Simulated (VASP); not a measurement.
# Hf (P6_3/mmc) in VASP: a series of runs, part 2 of 2

VASP 6.6.1. The steps go on from the part before.

## 3. Single point, BLYP+D3(BJ), spin-orbit coupling, no magnetisation

File INCAR:

```
SYSTEM = Hf
AGGAC = 1.0 ; AGGAX = 1.0
ALDAC = 0.0 ; ALDAX = 1.0
ALGO = Normal ; EDIFF = 1E-7
ENCUT = 600 ; GGA = B5
GGA_COMPAT = .FALSE. ; ISIF = 2
ISMEAR = 1 ; IVDW = 12
LASPH = .TRUE. ; LCHARG = .FALSE.
LMAXMIX = 4 ; LORBIT = 11
LREAL = .FALSE. ; LSORBIT = .TRUE.
LWAVE = .FALSE. ; MAGMOM = 0 0 0 0 0 0
NELM = 80 ; PREC = Accurate
SIGMA = 0.1 ; VDW_A1 = 0.4298
VDW_A2 = 4.2359 ; VDW_S6 = 1.0
VDW_S8 = 2.6996
```

File KPOINTS:

```
k-points
0
G
  7 7 4
  0 0 0
```

File POSCAR:

```
Hf
1.0
    3.1967000000      0.0000000000      0.0000000000
   -1.5983500000      2.7684234083      0.0000000000
    0.0000000000      0.0000000000      5.0578000000
Hf
2
Direct
    0.6666666667      0.3333333333      0.7500000000
    0.3333333333      0.6666666667      0.2500000000
```

Potentials or basis: VASP PAW PBE potentials, release 64 (Hf_sv_GW).

On the command line:

```sh
> cat potpaw_PBE.64/Hf_sv_GW/POTCAR > POTCAR
> mpirun -np 1 vasp_ncl > vasp.out
```

Run time: 3.6 min. Hardware: 1 thread of AMD EPYC 7R13 (Zen 3), shared host; peak memory 0.3 GiB.

The run converged. Its results:

```yaml
Free_energy: -27.7114 eV
Pressure: -5.0 GPa
All_electrons_inside_the_program's_atomic_spheres: Hf 12.29
Dispersion_energy_per_atom: -1.125 eV
```

Stress tensor (GPa, compression positive):
```
-5.35  0.00  0.00
 0.00 -5.35  0.00
 0.00  0.00 -4.24
```

Caveat: the PAW data sets were made with another functional, which shifts forces and pressure a little.

## 4. Single point, LDA (volume scaled by 1.08)

File run.py:

```python
from ase.calculators.vasp import Vasp
from ase.dft.bandgap import bandgap
from ase.io import read

atoms = read('Hf.cif', primitive_cell=True, subtrans_included=False)
calc = Vasp(
    directory='calc',
    xc='lda',
    pp='LDA',
    setups='recommended',
    prec='Normal',
    encut=520,
    ediff=1e-06,
    ismear=-5,
    sigma=0.05,
    lreal=False,
    lasph=True,
    nelm=60,
    algo='Fast',
    isif=2,
    lwave=False,
    lcharg=False,
    nelmdl=0,
    kpts=[10, 10, 5],
    gamma=True,
)
atoms.calc = calc

print('energy (eV):', atoms.get_potential_energy())
print('free energy (eV):', atoms.get_potential_energy(force_consistent=True))
print('forces (eV/A):')
print(atoms.get_forces())
print('stress (eV/A^3, Voigt):', atoms.get_stress())
print('Fermi level (eV):', calc.get_fermi_level())
gap, top, bottom = bandgap(calc)
print('band gap (eV):', gap, 'from (spin, k, band)', top, 'to', bottom)
```

File Hf.cif:

```cif
data_Hf
_cell_length_a 3.27976807
_cell_length_b 3.27976807
_cell_length_c 5.18922981
_cell_angle_alpha 90.00000000
_cell_angle_beta 90.00000000
_cell_angle_gamma 120.00000000
_space_group_name_H-M_alt 'P6_3/mmc'
_space_group_name_Hall '-P 6c 2c'
_space_group_IT_number 194
loop_
_space_group_symop_operation_xyz
'x,y,z'
'-x,-y,-z'
'x-y,x,z+1/2'
'-x+y,-x,-z+1/2'
'-y,x-y,z'
'y,-x+y,-z'
'-x,-y,z+1/2'
'x,y,-z+1/2'
'-x+y,-x,z'
'x-y,x,-z'
'y,-x+y,z+1/2'
'-y,x-y,-z+1/2'
'-y,-x,-z+1/2'
'y,x,z+1/2'
'-x,-x+y,-z'
'x,x-y,z'
'-x+y,y,-z+1/2'
'x-y,-y,z+1/2'
'y,x,-z'
'-y,-x,z'
'x,x-y,-z+1/2'
'-x,-x+y,z+1/2'
'x-y,-y,-z'
'-x+y,y,z'
loop_
_atom_site_label
_atom_site_type_symbol
_atom_site_symmetry_multiplicity
_atom_site_Wyckoff_symbol
_atom_site_fract_x
_atom_site_fract_y
_atom_site_fract_z
_atom_site_occupancy
Hf1 Hf 2 c 0.6666666667 0.3333333333 0.7500000000 1
```

Potentials or basis: VASP PAW LDA potentials, release 64 (Hf_pv).

On the command line:

```sh
> python run.py
```

Wall time 17 s (1 thread of AMD EPYC 7R13 (Zen 3), shared host); peak memory 0.1 GiB.

The run converged. Its results:

```yaml
Free_energy: -21.0637 eV
Pressure: -14.0 GPa
Band_gap_on_the_k_mesh: none (metal or under the smearing width)
```

Stress tensor (GPa, compression positive):
```
-13.85   0.00   0.00
  0.00 -13.85   0.00
  0.00   0.00 -14.23
```

Levels at points of the mesh, in eV from the Fermi level:
| k point | band 7 | band 8 | band 9 | band 10 | band 11 | band 12 | band 13 | band 14 |
| --- | --- | --- | --- | --- | --- | --- | --- | --- |
| (0.00, 0.00, 0.00) | -7.08 | -3.51 | 0.52 | 1.05 | 1.05 | 1.29 | 1.78 | 1.78 |
| (0.50, 0.00, 0.00) | -3.24 | -2.52 | -2.03 | -0.84 | 0.68 | 0.73 | 1.47 | 5.26 |

The run has no spin-orbit coupling, so splittings on Hf are missing.

## 5. Relaxation of cell and atoms, r2SCAN

File INCAR:

```
  PREC = Accurate
  ENCUT = 600
  EDIFF = 1E-7
  ISMEAR = -1
  SIGMA = 0.05
  LREAL = False
  LASPH = True
  NELM = 100
  ALGO = Normal
  ISIF = 3
  LWAVE = False
  LCHARG = False
  METAGGA = R2SCAN
  LMIXTAU = True
  IBRION = 2
  NSW = 60
  EDIFFG = -0.01
```

File KPOINTS:

```
regular mesh
0
Gamma
  8 8 4
```

POSCAR is that of step 3.

Potentials or basis: VASP PAW PBE potentials, release 64 (Hf_pv).

On the command line:

```sh
> cat potpaw_PBE.64/Hf_pv/POTCAR > POTCAR
> mpirun -np 1 vasp_std > vasp.out
```

Wall time 6.1 min (1 thread of Intel Xeon Platinum 8259CL at 2.50GHz (Skylake/Cascade Lake), shared host); peak memory 0.2 GiB.

The run converged. Its results:

```yaml
Free_energy: -90.3216 eV
Relaxed_volume: 22.17 Å³/atom
Relaxed_cell: a = 3.187 Å, b = 3.187 Å, c = 5.041 Å, α = 90.00°, β = 90.00°, γ = 120.00°
Space_group_after_relaxing_to_0.05_Å: P6_3/mmc (No. 194)
Energy_gained_by_relaxing: 0.7 meV/atom
Ionic_steps: 3
Pressure_after_relaxing: 0.0 GPa
Band_gap_on_the_k_mesh: none (metal or under the smearing width)
```

The path:
| step | energy change (eV) | largest force (eV/Å) | pressure (GPa) | volume (Å³) |
| --- | --- | --- | --- | --- |
| 1 | 0.0000 | 0.0000 | -1.08 | 44.76 |
| 2 | 0.0011 | 0.0000 | 1.45 | 43.79 |
| 3 | -0.0014 | 0.0000 | -0.01 | 44.34 |

Final structure:
```
CELL_PARAMETERS angstrom
3.18685 0.00000 0.00000
-1.59342 2.75989 0.00000
0.00000 0.00000 5.04134
ATOMIC_POSITIONS crystal
Hf 0.66667 0.33333 0.75000
Hf 0.33333 0.66667 0.25000
```

Levels at points of the mesh, in eV from the Fermi level:
```tsv
k point	band 8	band 9	band 10	band 11	band 12	band 13
(0.00, 0.00, 0.00)	-3.88	0.43	1.33	1.33	1.63	2.21
(0.50, 0.00, 0.00)	-2.89	-2.35	-1.01	0.93	0.98	1.82
(0.00, 0.00, 0.50)	-5.71	0.14	0.14	1.23	1.23	1.23
(0.50, 0.00, 0.50)	-3.56	-1.04	-1.04	1.10	1.10	2.91
```

Caveat: the PAW data sets were made with another functional, which shifts forces and pressure a little. The run has no spin-orbit coupling, so splittings on Hf are missing.

## 6. Single point, PBE

File INCAR:

```
SYSTEM = Hf
ALGO = Normal
EDIFF = 1E-7
ENCUT = 500
GGA = PE
ISIF = 2
ISMEAR = 0
LASPH = .TRUE.
LCHARG = .TRUE.
LELF = .TRUE.
LREAL = .FALSE.
LVHAR = .TRUE.
LWAVE = .FALSE.
NBANDS = 11
NELM = 80
PREC = Accurate
SIGMA = 0.1
```

File KPOINTS:

```
k-points
0
G
  10 10 5
  0 0 0
```

POSCAR is that of step 5.

Potentials or basis: VASP PAW PBE potentials, release 64 (Hf).

On the command line:

```sh
> cat potpaw_PBE.64/Hf/POTCAR > POTCAR
> mpirun -np 1 vasp_std > vasp.out
```

It took 25 s on 1 thread of Intel Xeon Platinum 8375C at 2.90GHz (Ice Lake), shared host; peak memory 0.16 GiB.

The run converged. Its results:

| Quantity | Value |
| --- | --- |
| Free energy | -19.9166 eV |
| Pressure | -0.7 GPa |
| Band gap on the k mesh | none (metal or under the smearing width) |

Stress tensor (GPa, compression positive):
```
-0.50  0.00  0.00
 0.00 -0.50  0.00
 0.00  0.00 -1.15
```

Levels at points of the mesh, in eV from the Fermi level:
| k point | band 1 | band 2 | band 3 | band 4 | band 5 | band 6 | band 7 | band 8 | band 9 |
| --- | --- | --- | --- | --- | --- | --- | --- | --- | --- |
| (0.00, 0.00, 0.00) | -7.35 | -3.69 | 0.64 | 1.19 | 1.19 | 1.47 | 2.01 | 2.01 | 2.64 |
| (0.50, 0.00, 0.00) | -3.34 | -2.73 | -2.21 | -0.80 | 0.80 | 0.88 | 1.69 | 5.89 | 6.40 |

Spin-orbit coupling is left out, which matters for the levels of Hf.

## 7. The reference run

An earlier run on the cell as given: functional PBE; potentials or basis VASP PAW PBE potentials, release 64 (Hf_pv); cutoff 520 eV; k mesh 10 × 10 × 5; occupations fermi-dirac, width 0.05 eV; no spin polarisation.

* Pressure: 0.2 GPa
* Band gap on the k mesh: none (metal or under the smearing width)

## 8. The runs side by side

| task | level | potentials or basis | spin | cell | k mesh | cutoff (eV) | smearing | ladder | other keys | gap on the mesh (eV) | pressure (GPa) |
| --- | --- | --- | --- | --- | --- | --- | --- | --- | --- | --- | --- |
| single point | PBE+D3(BJ) | VASP PAW PBE potentials, release 54 (Hf_pv) | off | as given | 10 × 10 × 5 | 520 | methfessel-paxton 0.1 eV | - | - | none | -3.3 |
| single point | BLYP+D3(BJ) | VASP PAW PBE potentials, release 64 (Hf_sv_GW) | SOC, no magnetisation | as given | 7 × 7 × 4 | 600 | methfessel-paxton 0.1 eV | - | - | - | -5.0 |
| single point | LDA | VASP PAW LDA potentials, release 64 (Hf_pv) | off | volume scaled by 1.08 | 10 × 10 × 5 | 520 | tetrahedron | - | PREC = Normal; NELMDL = 0 | none | -14.0 |
| relaxation of cell and atoms | r2SCAN | VASP PAW PBE potentials, release 64 (Hf_pv) | off | relaxed | 8 × 8 × 4 | 600 | fermi-dirac 0.05 eV | gaps | - | none | 0.0 |
| single point | PBE | VASP PAW PBE potentials, release 64 (Hf) | off | as given | 10 × 10 × 5 | 500 | gaussian 0.1 eV | - | - | none | -0.7 |
| single point | PBE | VASP PAW PBE potentials, release 64 (Hf_pv) | off | as given | 10 × 10 × 5 | 520 | fermi-dirac 0.05 eV | - | - | none | 0.2 |

Caveats: the PAW data sets were made with another functional, which shifts forces and pressure a little (some runs); pairwise dispersion overbinds metals, which lowers pressure and volume (some runs).

Total energies depend on the potentials used, so only differences within one code and one set of settings carry meaning.
